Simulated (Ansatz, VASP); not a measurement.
## AlIn3As4 (ordered alloy, x = 0.75, built in the cubic cell of 8 atoms (invented)) in two plane-wave programs

Aim: how closely do two programs agree when they are given the same cell, functional and k mesh? The cell is generated by rule, not measured, and may not be a known phase. The cell is taken from a series of runs on this material, whose earlier steps may have relaxed, scaled, displaced or heated it; both programs get it as it stands.

Calculated with Ansatz 0.2.0; plane waves, with VASP 6.6.1 beside it; r2SCAN.

### Step 1. Set-up

It takes space group P-43m (No. 215, cubic). Conventional cell: a = 5.994 Å, b = 5.994 Å, c = 5.994 Å, α = 90.00°, β = 90.00°, γ = 90.00°. Nearest to In lie 4 As at 2.64 Å. Al has 4 As at 2.48 Å nearest. Nearest to As lie 1 Al at 2.48 Å and 3 In at 2.64 Å. Farther neighbours are not listed.

Coordinates:

```xyz
8
Lattice="5.9940 0.0000 0.0000 0.0000 5.9940 0.0000 0.0000 0.0000 5.9940" Properties=species:S:1:pos:R:3 pbc="T T T"
In    0.0000    0.0000    2.9970
In    0.0000    2.9970    0.0000
In    2.9970    0.0000    0.0000
Al    2.9970    2.9970    2.9970
As    1.5639    1.5639    4.4300
As    1.5639    4.4300    1.5639
As    4.4300    1.5639    1.5639
As    4.4300    4.4300    4.4300
```

### Step 2. VASP: relaxation of cell and atoms, r2SCAN

The relaxed volume is the usual yardstick between codes: in a stiff, nearly cubic crystal its relative difference is about their pressure difference at one cell divided by the bulk modulus.

Lines of VASP's logs that name or quote its potential files are left out, and so is its time.

INCAR

```
SYSTEM = AlIn3As4
PREC = Accurate
ENCUT = 550
EDIFF = 1E-07
NELM = 120
ISMEAR = 0
SIGMA = 0.01
LREAL = .FALSE.
ALGO = Normal
METAGGA = R2SCAN
LASPH = .TRUE.
NBANDS = 39
LORBIT = 11
LWAVE = .FALSE.
LCHARG = .FALSE.
ISIF = 3
IBRION = 2
NSW = 80
EDIFFG = -0.005
GGA_COMPAT = .FALSE.
NELMIN = 4
EFERMI = MIDGAP
LMIXTAU = .TRUE.
KPAR = 2
```

POSCAR

```
AlIn3As4
1.0
    5.9939730000      0.0000000000      0.0000000000
    0.0000000000      5.9939730000      0.0000000000
    0.0000000000      0.0000000000      5.9939730000
In Al As
3 1 4
Direct
    0.0000000000      0.0000000000      0.4999999166
    0.0000000000      0.4999999166      0.0000000000
    0.4999999166      0.0000000000      0.0000000000
    0.4999999166      0.4999999166      0.4999999166
    0.2609164239      0.2609164239      0.7390835761
    0.2609164239      0.7390835761      0.2609164239
    0.7390835761      0.2609164239      0.2609164239
    0.7390835761      0.7390835761      0.7390835761
```

KPOINTS

```
Automatic mesh
0
Gamma
4 4 4
0 0 0
```

Potentials, in the order of the species: In_d, Al and As (PBE family, release 64).

Started as:

```sh
> mpirun -np 2 vasp_std
```

Numbers of over 12 decimals in the logs are rounded to 6 here.

The program printed:

```text
[banner, memory and clock lines left out]
running    2 mpi-ranks, on    1 nodes
 distrk:  each k-point on    1 cores,    2 groups
 distr:  one band on    1 cores,    1 groups

 POSCAR found type information on POSCAR InAlAs
 POSCAR found :  3 types and       8 ions
|                                                                             |
|               ----> ADVICE to this user running VASP <----                  |
|                                                                             |
|     You enforced a specific xc type in the INCAR file but a different       |
|     [... a line on the potential file left out ...]
|     I HOPE YOU KNOW WHAT YOU ARE DOING!                                     |
|                                                                             |

 LDA part: xc-table for (None), standard interpolation
 POSCAR, INCAR and KPOINTS ok, starting setup
 FFT: planning ... GRIDC
 FFT: planning ... GRID_SOFT
 FFT: planning ... GRID
 WAVECAR not read
 entering main loop
       N       E                     dE             d eps       ncg     rms          rms(c)
DAV:   1     0.461392857448E+03    0.46139E+03   -0.28578E+04   780   0.177E+03
DAV:   2    -0.727484723980E+02   -0.53414E+03   -0.51744E+03   780   0.438E+02
DAV:   3    -0.144583381619E+03   -0.71835E+02   -0.69925E+02   973   0.175E+02
DAV:   4    -0.148113383009E+03   -0.35300E+01   -0.35165E+01   937   0.384E+01
DAV:   5    -0.148261777290E+03   -0.14839E+00   -0.14836E+00  1206   0.781E+00    0.116E+01
DAV:   6    -0.140280139835E+03    0.79816E+01   -0.63745E+00  1059   0.381E+01    0.595E+00
DAV:   7    -0.134918217510E+03    0.53619E+01   -0.16964E+00   857   0.104E+01    0.230E+00
DAV:   8    -0.136539900052E+03   -0.16217E+01   -0.19366E+00   829   0.848E+00    0.232E+00
DAV:   9    -0.136643079213E+03   -0.10318E+00   -0.18044E-01   878   0.247E+00    0.113E+00
DAV:  10    -0.136741991833E+03   -0.98913E-01   -0.10021E-01   946   0.257E+00    0.522E-01
DAV:  11    -0.136786904587E+03   -0.44913E-01   -0.75573E-02   780   0.160E+00    0.228E-01
DAV:  12    -0.136791709537E+03   -0.48049E-02   -0.52261E-03   900   0.436E-01    0.256E-01
DAV:  13    -0.136792187694E+03   -0.47816E-03   -0.79195E-04  1029   0.180E-01    0.286E-01
DAV:  14    -0.136793634500E+03   -0.14468E-02   -0.21354E-03  1064   0.297E-01    0.179E-01
[...]
DAV:  20    -0.136793628790E+03   -0.10845E-03   -0.47122E-05   866   0.552E-02    0.202E-02
DAV:  21    -0.136793651046E+03   -0.22256E-04   -0.62133E-05   926   0.549E-02    0.424E-03
DAV:  22    -0.136793652880E+03   -0.18336E-05   -0.72297E-06  1053   0.159E-02    0.807E-03
DAV:  23    -0.136793654485E+03   -0.16052E-05   -0.77653E-07   813   0.772E-03    0.404E-03
DAV:  24    -0.136793655605E+03   -0.11207E-05   -0.35479E-07   704   0.401E-03    0.305E-03
DAV:  25    -0.136793655201E+03    0.40475E-06   -0.73541E-07   865   0.915E-03    0.552E-03
DAV:  26    -0.136793656249E+03   -0.10480E-05   -0.50208E-07   692   0.410E-03    0.454E-03
DAV:  27    -0.136793656241E+03    0.74597E-08   -0.47225E-08   530   0.195E-03
   1 F= -.13679366E+03 E0= -.13679366E+03  d E =-.136794E+03
 curvature:   0.00 expect dE= 0.000E+00 dE for cont linesearch  0.000E+00
 trial: gam= 0.00000 g(F)=  0.552E-05 g(S)=  0.239E-05 ort = 0.000E+00 (trialstep = 0.100E+01)
 search vector abs. value=  0.791E-05
 bond charge predicted
       N       E                     dE             d eps       ncg     rms          rms(c)
DAV:   1    -0.136793679758E+03   -0.23509E-04   -0.69704E-04  1044   0.317E-01    0.347E-02
DAV:   2    -0.136793663984E+03    0.15774E-04   -0.48309E-05  1083   0.998E-02    0.109E-02
DAV:   3    -0.136793660004E+03    0.39794E-05   -0.98467E-06  1052   0.389E-02    0.694E-03
DAV:   4    -0.136793659922E+03    0.82673E-07   -0.25106E-06   907   0.104E-02    0.395E-03
DAV:   5    -0.136793658899E+03    0.10230E-05   -0.12305E-06   850   0.653E-03    0.121E-03
DAV:   6    -0.136793659260E+03   -0.36132E-06   -0.59984E-07   708   0.600E-03    0.840E-04
DAV:   7    -0.136793659396E+03   -0.13615E-06   -0.54915E-08   481   0.202E-03    0.698E-04
DAV:   8    -0.136793659300E+03    0.95852E-07   -0.30430E-08   467   0.191E-03
   2 F= -.13679366E+03 E0= -.13679366E+03  d E =-.305917E-05
 trial-energy change:   -0.000003  1 .order   -0.000004   -0.000008   -0.000001
 step:   1.0676(harm=  1.0676)  dis= 0.00016  next Energy=  -136.793660 (dE=-0.422E-05)
 reached required accuracy - stopping structural energy minimisation
```

Parts of OUTCAR (step 2):

```text
ion  position               nearest neighbor table
   1  0.000  0.000  0.500-   6 2.64   7 2.64   5 2.64   8 2.64
   2  0.000  0.500  0.000-   5 2.64   7 2.64   6 2.64   8 2.64
   3  0.500  0.000  0.000-   5 2.64   6 2.64   7 2.64   8 2.64
   4  0.500  0.500  0.500-   5 2.48   6 2.48   7 2.48   8 2.48
   5  0.261  0.261  0.739-   4 2.48   3 2.64   2 2.64   1 2.64
   6  0.261  0.739  0.261-   4 2.48   3 2.64   1 2.64   2 2.64
   7  0.739  0.261  0.261-   4 2.48   2 2.64   1 2.64   3 2.64
   8  0.739  0.739  0.739-   4 2.48   2 2.64   3 2.64   1 2.64

  LATTYP: Found a simple cubic cell.
 ALAT       =     5.9939730000

 Subroutine GETGRP returns: Found 24 space group operations
 (whereof 24 operations were pure point group operations)

The static configuration has the point symmetry T_d .

 Found     10 irreducible k-points:

   k-points           NKPTS =     10   k-points in BZ     NKDIM =     10   number of bands    NBANDS=     39

   dimension x,y,z NGX =    48 NGY =   48 NGZ =   48
   dimension x,y,z NGXF=    96 NGYF=   96 NGZF=   96

   ENCUT  =  550.0 eV  40.42 Ry    6.36 a.u.  11.46 11.46 11.46*2*pi/ulx,y,z

   NELECT =      62.0000    total number of electrons

 k-points in reciprocal lattice and weights: Automatic mesh
   0.00000000  0.00000000  0.00000000       0.016
   0.25000000  0.00000000  0.00000000       0.094
   0.50000000  0.00000000  0.00000000       0.047
   0.25000000  0.25000000  0.00000000       0.188
   0.50000000  0.25000000  0.00000000       0.188
   0.50000000  0.50000000  0.00000000       0.047
   0.25000000  0.25000000  0.25000000       0.125
   0.50000000  0.25000000  0.25000000       0.188
   0.50000000  0.50000000  0.25000000       0.094
   0.50000000  0.50000000  0.50000000       0.016

 average (electrostatic) potential at core
       1-102.4108       2-102.4108       3-102.4108       4 -79.3819       5 -54.2982
       6 -54.2982       7 -54.2982       8 -54.2982

 E-fermi :   4.2507

 k-point     1 :       0.0000    0.0000    0.0000
  band No.  band energies     occupation
    ...
     27       1.7620      2.00000
     28       1.7620      2.00000
     29       3.9027      2.00000
     30       3.9027      2.00000
     31       3.9027      2.00000
     32       4.5987      0.00000
     33       5.8705      0.00000
     34       5.8706      0.00000
     35       5.8706      0.00000
     36       6.0334      0.00000
    ...

 k-point     2 :       0.2500    0.0000    0.0000
  band No.  band energies     occupation
    ...
     27       1.9060      2.00000
     28       1.9060      2.00000
     29       2.2810      2.00000
     30       3.4532      2.00000
     31       3.4532      2.00000
     32       5.9238      0.00000
     33       6.2494      0.00000
     34       6.5781      0.00000
     35       6.7541      0.00000
     36       6.7541      0.00000
    ...

 k-point     3 :       0.5000    0.0000    0.0000
  band No.  band energies     occupation
    ...
     27       1.0761      2.00000
     28       2.4038      2.00000
     29       2.4038      2.00000
     30       2.7371      2.00000
     31       2.7371      2.00000
     32       6.4860      0.00000
     33       6.6733      0.00000
     34       7.0705      0.00000
     35       7.3948      0.00000
     36       8.5126      0.00000
    ...

  Total       -0.0087531     -0.0087531     -0.0087531     -0.0000000      0.0000000     -0.0000000
  in kB       -0.0651087     -0.0651087     -0.0651087     -0.0000000      0.0000000     -0.0000000
  external PRESSURE =      -0.0651087 kB  Pullay stress =       0.0000000 kB

  energy-cutoff  :      550.00
  volume of cell :      215.39
      direct lattice vectors                 reciprocal lattice vectors
     5.994388180  0.000000000  0.000000000     0.166822696  0.000000000  0.000000000
    -0.000000000  5.994388180 -0.000000000     0.000000000  0.166822696 -0.000000000
    -0.000000000  0.000000000  5.994388180    -0.000000000  0.000000000  0.166822696

 POSITION                                       TOTAL-FORCE (eV/Angst)
 -----------------------------------------------------------------------------------
      5.99439      5.99439      2.99719        -0.000000      0.000000      0.000000
      5.99439      2.99719      5.99439        -0.000000      0.000000     -0.000000
      2.99719      0.00000      5.99439        -0.000000      0.000000      0.000000
      2.99719      2.99719      2.99719         0.000000      0.000000      0.000000
      1.56418      1.56418      4.43020         0.001298      0.001298     -0.001298
      1.56418      4.43020      1.56418         0.001298     -0.001298      0.001298
      4.43020      1.56418      1.56418        -0.001298      0.001298      0.001298
      4.43020      4.43020      4.43020        -0.001298     -0.001298     -0.001298
 -----------------------------------------------------------------------------------
    total drift:                                0.000168      0.000168      0.000168

  FREE ENERGIE OF THE ION-ELECTRON SYSTEM (eV)
  ---------------------------------------------------
  free  energy   TOTEN  =      -136.7936593004 eV

  energy  without entropy=     -136.7936593004  energy(sigma->0) =     -136.79365930

 reached required accuracy - stopping structural energy minimisation

 total charge
# of ion       s       p       d       tot
------------------------------------------
    1        0.832   0.748   9.889  11.469
    2        0.832   0.748   9.889  11.469
    3        0.832   0.748   9.889  11.469
    4        0.398   0.357   0.000   0.755
    5        1.206   1.631   0.022   2.860
    6        1.206   1.631   0.022   2.860
    7        1.206   1.631   0.022   2.860
    8        1.206   1.631   0.022   2.860
--------------------------------------------------
tot          7.719   9.128  29.756  46.602

[... 3 further parts left out ...]
```

CONTCAR:

```
AlIn3As4
   1.00000000000000
     5.9943881800619678    0.0000000000000000    0.0000000000000000
    -0.0000000000000000    5.9943881800619678   -0.0000000000000000
    -0.0000000000000000    0.0000000000000000    5.9943881800619678
  In              Al              As
     3     1     4
Direct
     1.0000000000000000    1.0000000000000000    0.4999999165999967
     1.0000000000000000    0.4999999165999967    1.0000000000000000
     0.4999999165999967    0.0000000000000000    1.0000000000000000
     0.4999999165999967    0.4999999165999967    0.4999999165999967
     0.2609412733246761    0.2609412733246761    0.7390587266753238
     0.2609412733246761    0.7390587266753238    0.2609412733246761
     0.7390587266753238    0.2609412733246761    0.2609412733246761
     0.7390587266753238    0.7390587266753238    0.7390587266753238
```

[end of part 1 of 2]

[Lines on the potential files, build, host, timing and source positions are cut from VASP's logs without a mark.]

[Logs are printed without paths, hosts, clocks, repeated set-up lines and the standing remarks that a program may print on its own settings, such as how far it seeks lower states.]

[Hosts, paths, dates, database ids (printed as entryN), source tags and the programs' standing remarks are cut or masked in the printed files.]
